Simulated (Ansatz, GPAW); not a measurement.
# Ballistic transport through graphene, current along zigzag, 2 cells wide; a Li atom over a ring, cheap and dear, part 3 of 3

Aim: T(E), conductance and thermopower of graphene, current along zigzag, 2 cells wide; a Li atom over a ring, and what cheaper settings cost in accuracy.

GPAW 26.7.0 and Ansatz 0.2.0; Ansatz plane waves; Landauer transmission by layers, zero bias; PAW set soft_1 (the session's first sound run).

So far, transmission at the Fermi level (one spin): step 2 (plane-wave reference (r2SCAN)) 0.133; step 3 (GPAW, szp, PBE, GPAW) 0.132; step 4 (minimal basis, basis sz(dzp), PBE, GPAW) 0.147; step 5 (LDA in the szp basis: xc = "LDA") 0.132.

## Step 8: Temperature 1000, potential alignment off

Temperature enters only through the Fermi window. Without the shift, lead and junction are matched by their Fermi levels alone.

This step: GPAW LCAO, PAW setups; Landauer transmission from Green's functions with principal layers (ASE), zero bias (GPAW 26.7.0).

run.py

```python
import json
import numpy as np
from ase import Atoms
from ase.transport.calculators import TransportCalculator
from gpaw import GPAW, FermiDirac
from gpaw.lcao.tools import get_lcao_hamiltonian
from scipy.linalg import eigh

# The junction with lead layers at both ends, along the third cell vector
device = Atoms(
    ['C', 'C', 'C', 'C', 'C', 'C', 'C', 'C', 'C', 'C', 'C', 'C', 'C', 'C', 'C', 'C', 'C', 'C', 'C', 'C', 'C', 'C', 'C', 'C', 'C', 'C', 'C', 'C', 'C', 'C', 'C', 'C', 'C', 'C', 'C', 'C', 'C', 'C', 'C', 'C', 'C', 'C', 'C', 'C', 'Li', 'C', 'C', 'C', 'C', 'C', 'C', 'C', 'C', 'C', 'C', 'C', 'C', 'C', 'C', 'C', 'C', 'C', 'C', 'C', 'C', 'C', 'C', 'C', 'C', 'C', 'C', 'C', 'C', 'C', 'C', 'C', 'C', 'C', 'C', 'C', 'C', 'C', 'C', 'C', 'C', 'C', 'C', 'C', 'C', 'C', 'C', 'C', 'C', 'C', 'C', 'C', 'C'],
    positions=[
        [0.00000, 6.00000, 0.61500],
        [1.42028, 6.00000, 0.61500],
        [4.26084, 6.00000, 0.61500],
        [5.68113, 6.00000, 0.61500],
        [2.13042, 6.00000, 1.84500],
        [3.55070, 6.00000, 1.84500],
        [6.39127, 6.00000, 1.84500],
        [7.81155, 6.00000, 1.84500],
        [0.00000, 6.00000, 3.07500],
        [1.42028, 6.00000, 3.07500],
        [4.26084, 6.00000, 3.07500],
        [5.68113, 6.00000, 3.07500],
        [2.13042, 6.00000, 4.30500],
        [3.55070, 6.00000, 4.30500],
        [6.39127, 6.00000, 4.30500],
        [7.81155, 6.00000, 4.30500],
        [0.00000, 6.00000, 5.53500],
        [1.42028, 6.00000, 5.53500],
        [4.26084, 6.00000, 5.53500],
        [5.68113, 6.00000, 5.53500],
        [2.13042, 6.00000, 6.76500],
        [3.55070, 6.00000, 6.76500],
        [6.39127, 6.00000, 6.76500],
        [7.81155, 6.00000, 6.76500],
        [0.00000, 6.00000, 7.99500],
        [1.42028, 6.00000, 7.99500],
        [4.26084, 6.00000, 7.99500],
        [5.68113, 6.00000, 7.99500],
        [2.13042, 6.00000, 9.22500],
        [3.55070, 6.00000, 9.22500],
[... 61 atom lines left out ...]
        [4.26084, 6.00000, 27.67500],
        [5.68113, 6.00000, 27.67500],
        [2.13042, 6.00000, 28.90500],
        [3.55070, 6.00000, 28.90500],
        [6.39127, 6.00000, 28.90500],
        [7.81155, 6.00000, 28.90500]],
    cell=[[8.52169, 0.0, 0.0], [0.0, 12.0, 0.0], [0.0, 0.0, 29.52]],
    pbc=True)

# One principal layer of the lead: the first 24 atoms of the device
lead = Atoms(
    ['C', 'C', 'C', 'C', 'C', 'C', 'C', 'C', 'C', 'C', 'C', 'C', 'C', 'C', 'C', 'C', 'C', 'C', 'C', 'C', 'C', 'C', 'C', 'C'],
    positions=[
        [0.00000, 6.00000, 0.61500],
        [1.42028, 6.00000, 0.61500],
        [4.26084, 6.00000, 0.61500],
        [5.68113, 6.00000, 0.61500],
        [2.13042, 6.00000, 1.84500],
        [3.55070, 6.00000, 1.84500],
        [6.39127, 6.00000, 1.84500],
        [7.81155, 6.00000, 1.84500],
        [0.00000, 6.00000, 3.07500],
        [1.42028, 6.00000, 3.07500],
        [4.26084, 6.00000, 3.07500],
        [5.68113, 6.00000, 3.07500],
        [2.13042, 6.00000, 4.30500],
        [3.55070, 6.00000, 4.30500],
        [6.39127, 6.00000, 4.30500],
        [7.81155, 6.00000, 4.30500],
        [0.00000, 6.00000, 5.53500],
        [1.42028, 6.00000, 5.53500],
        [4.26084, 6.00000, 5.53500],
        [5.68113, 6.00000, 5.53500],
        [2.13042, 6.00000, 6.76500],
        [3.55070, 6.00000, 6.76500],
        [6.39127, 6.00000, 6.76500],
        [7.81155, 6.00000, 6.76500]],
    cell=[[8.52169, 0.0, 0.0], [0.0, 12.0, 0.0], [0.0, 0.0, 7.38]],
    pbc=True)

settings = dict(mode='lcao', basis='szp(dzp)', xc='PBE', h=0.2,
                occupations=FermiDirac(0.1), maxiter=250,
                mixer=dict(beta=0.05, nmaxold=8, weight=100.0),
                convergence=dict(density=0.0001))
energies = np.arange(-1, 1 + 1e-9, 0.05)
eta = 0.001
n1, n2 = 15, 1
# k and -k transmit alike, so half of the mesh across the current serves
mesh = [(i, j) for i in range(n1) for j in range(n2) if (i, j) <= (-i % n1, -j % n2)]
weights = np.array([1 if (i, j) == (-i % n1, -j % n2) else 2 for i, j in mesh]) / (n1 * n2)

# [... helper functions left out ...]
fermi_lead = ground_state(lead, (5, 1, 9), 'lead.txt')
fermi_device = ground_state(device, (5, 1, 2), 'device.txt')
# [... loop over the mesh left out, but for ...]
        # Lead and device are aligned by their Fermi levels alone
        shift = 0.0
# [...]
kT = 8.617333e-5 * 1000
bias = [0.1, 0.2, 0.5, 1.0]
# [... integrals and printing left out ...]
```

Command:

```sh
$ OMP_NUM_THREADS=1 OPENBLAS_NUM_THREADS=1 python run.py
```

Log:

```text
basis functions: device 868, principal layer 216
Fermi level: lead -3.4776 eV, device -2.7284 eV; lead shifted by 0.0000 eV
largest coupling past the next layer 4.69e-15 eV, largest misfit of the first layer 0.461 eV
  E-E_F (eV)   T (one spin)  [channel counts left out]
    -1.000    3.7520e-01
    -0.950    3.4646e-01
    -0.900    3.1998e-01
    -0.850    2.9587e-01
    -0.800    2.7431e-01
    -0.750    2.5533e-01
    -0.700    2.3920e-01
    -0.650    2.2525e-01
    -0.600    2.1308e-01
    -0.550    2.0223e-01
    -0.500    1.9240e-01
    -0.450    1.8451e-01
    -0.400    1.7604e-01
    -0.350    1.6583e-01
    -0.300    1.5155e-01
    -0.250    1.3132e-01
[...]
0.650    5.6987e-01
     0.700    5.3518e-01
     0.750    6.4990e-01
     0.800    7.3129e-01
     0.850    6.9412e-01
     0.900    6.4704e-01
     0.950    6.9991e-01
     1.000    8.3359e-01
conductance at 1000 K: 0.14129 G0 a cell; thermopower -19.51 uV/K
current from the zero-bias T(E) at 0.1 V: 1.0987 uA
current from the zero-bias T(E) at 0.2 V: 2.2222 uA
current from the zero-bias T(E) at 0.5 V: 6.0613 uA
current from the zero-bias T(E) at 1.0 V: 15.812 uA
```

It took 19 min on 1 thread of Arm Neoverse V1, shared host; peak memory 3.1 GiB.

Numbers from this step:

* conductance: 0.1413 G₀
* largest coupling past the next principal layer: 4.69e-15 eV
* largest misfit of the first principal layer: 0.4606 eV
* shift that aligns the lead: 0 eV
* transmission at the Fermi level (one spin): 0.1311

One spin. The transmission, zone mean by energy, zero at the Fermi level:

energy (eV), transmission, zone mean and a bar from the least value:
```
   -1.000      0.375 ##########
   -0.950      0.346 #########
   -0.900      0.320 ########
   -0.850      0.296 #######
   -0.800      0.274 ######
   -0.750      0.255 #####
   -0.700      0.239 #####
   -0.600      0.213 ####
   -0.550      0.202 ###
   -0.500      0.192 ###
   -0.450      0.185 ##
   -0.400      0.176 ##
   -0.350      0.166 #
   -0.300      0.152 #
   -0.250      0.131 
   -0.200      0.131 
   -0.150      0.131 
   -0.100      0.132 
   -0.050      0.131 
    0.000      0.131 
    0.050      0.131 
    0.100      0.131 
    0.150      0.131 
    0.200      0.131 
    0.250      0.132 
    0.300      0.313 ########
    0.350      0.356 ##########
    0.400      0.373 ##########
    0.450      0.375 ##########
    0.500      0.367 ##########
    0.550      0.546 ##################
    0.600      0.579 ###################
    0.700      0.535 #################
    0.750      0.650 ######################
    0.800      0.731 ##########################
    0.850      0.694 ########################
    0.900      0.647 ######################
    0.950      0.700 ########################
    1.000      0.834 ##############################
```

Not self-consistent under bias; the bias window is split evenly. The current through one cell, from the zero-bias transmission by bias:

| bias (V) | current through one cell, from the zero-bias transmission (μA) |
| --- | --- |
| 0.100 | 1.10 |
| 0.200 | 2.22 |
| 0.500 | 6.06 |
| 1.000 | 15.8 |

At the Fermi level; k in fractions of b1, b2. k resolved, by row:

| k1 | k2 | weight | t |
| --- | --- | --- | --- |
| 0 | 0 | 0.06667 | 1.966 |
| 0.06667 | 0 | 0.1333 | 1.49e-5 |
| 0.1333 | 0 | 0.1333 | 5.39e-4 |
| 0.2 | 0 | 0.1333 | 2.55e-8 |
| 0.2667 | 0 | 0.1333 | 9.05e-10 |
| 0.3333 | 0 | 0.1333 | 9.00e-11 |
| 0.4 | 0 | 0.1333 | 1.79e-11 |
| 0.4667 | 0 | 0.1333 | 6.87e-12 |

With these changes, and at 1000 K in place of 300 K, the conductance is 0.141 G₀ against 0.173 in the szp run; T at the Fermi level, which temperature doesn't enter, is 0.131 against 0.132. The first layer now differs from the lead by 0.46 eV after a shift of 0 eV, a far poorer match of lead and junction than at the start, whatever the conductance shows.

## Step 9: Results

* conductance: 0.173 G₀
* transmission at the Fermi level, mean of the spins: 0.132

In the szp basis the junction conducts 0.173 G₀ at 300 K, with T = 0.132 a spin at the Fermi level; the sz basis reaches that conductance within 10 %. The conductance differs from T at the Fermi level because it averages T(E) over the thermal window, about 0.09 eV wide, in which T changes. Plane waves (r2SCAN) give T = 0.133 there. Measured against the first run (pw-r2scan), the nearest curve is that of szp (r.m.s. 0.089) and the farthest that of sz (0.092). Over the compared runs wall time goes from 194 s (sz) to 8577 s (pw-r2scan), on a shared host; the plane-wave run used 4 threads and the orbital runs 1. The geometry was built from estimated bond lengths and not relaxed, so the numbers describe this model structure. The run had no spin polarisation, so a magnetic state, which chains and small molecules with open shells often have, wasn't tested. The lead has few or no channels at the Fermi level, so conductance and thermopower hang on where the repeated cell puts that level and are no property of an undoped device. The lead had to be shifted by -0.25 eV to meet the junction cell, whose ends are therefore not quite neutral; features of T(E) can be displaced by about as much. The currents use the zero-bias T(E) throughout, which holds only while the bias is small against the distance to the nearest feature. Within about eight thermal energies of the Fermi level ln T(E) bends sharply from one computed energy to the next, or the lead's channel count changes, so the thermal averages, above all the thermopower, rest on an interpolation that may be rough.

[Logs are printed without paths, hosts, clocks, repeated set-up lines and the standing remarks that a program may print on its own settings, such as how far it seeks lower states.]

[Hosts, paths, dates, database ids (printed as entryN), source tags and the programs' standing remarks are cut or masked in the printed files.]
